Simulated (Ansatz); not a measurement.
Reactions of `CN([SiH3])C=O`.

Gas-phase electronic energies from Ansatz, PBE0-D4/def2-TZVP geometries. CBS: MP2 limit from def2 TZ/QZ plus the TZ coupled-cluster correction, frozen cores. This one scheme is used for every species. Triplets are unrestricted, without spin–orbit coupling. For Se outer-core shells are correlated without core-valence functions, which leaves a few kJ/mol of doubt a bond. Scalar relativity is left out up to krypton. One conformer a species, not always the lowest.

```tsv
reaction	CCSD/CBS(def2) (kJ/mol)	MP2/CBS(def2) (kJ/mol)
`CN([SiH3])C=O` → `C/C(O)=N\[SiH3]`	-5	-3
`CN([SiH3])C=O` → `NC1([SiH3])CO1`	186	185
`CN([SiH3])C=O` → `O=CN[SiH3]` + `[CH2]` (triplet)	392	417
`CN([SiH3])C=O` + `N[SiH2][SeH]` → `N[SiH2][Se][SiH3]` + `CNC=O`	-24	-28
`CN([SiH3])C=O` + `NB(N)O` → `CNB(N)O` + `O=CN[SiH3]`	5	9
`CN([SiH3])C=O` + `CC(C)NC(C)C` → `CC(C)N([SiH3])C(C)C` + `CNC=O`	11	8
`CN([SiH3])C=O` + `O[SiH2][NH][AlH2]` → `O=CO[SiH2][NH][AlH2]` + `CN[SiH3]`	22	28
`CN([SiH3])C=O` → `CNC=O` + `[SiH2]`	274	301
`CN([SiH3])C=O` + `CO[SiH](O)Cl` → `CO[SiH](Cl)O[SiH3]` + `CNC=O`	-65	-60
`CN([SiH3])C=O` + `OCCO` → `OCCO[SiH3]` + `CNC=O`	-48	-46
```

(1) Give the CCSD(T)/CBS values in the same order. (Best estimate.)

Largest T1 diagnostic: 0.015, for `O=CN[SiH3]`.

Results:

(1) Ansatz gave: -4, 185, 405, -25, 7, 10, 23, 279, -61, -45 kJ/mol.
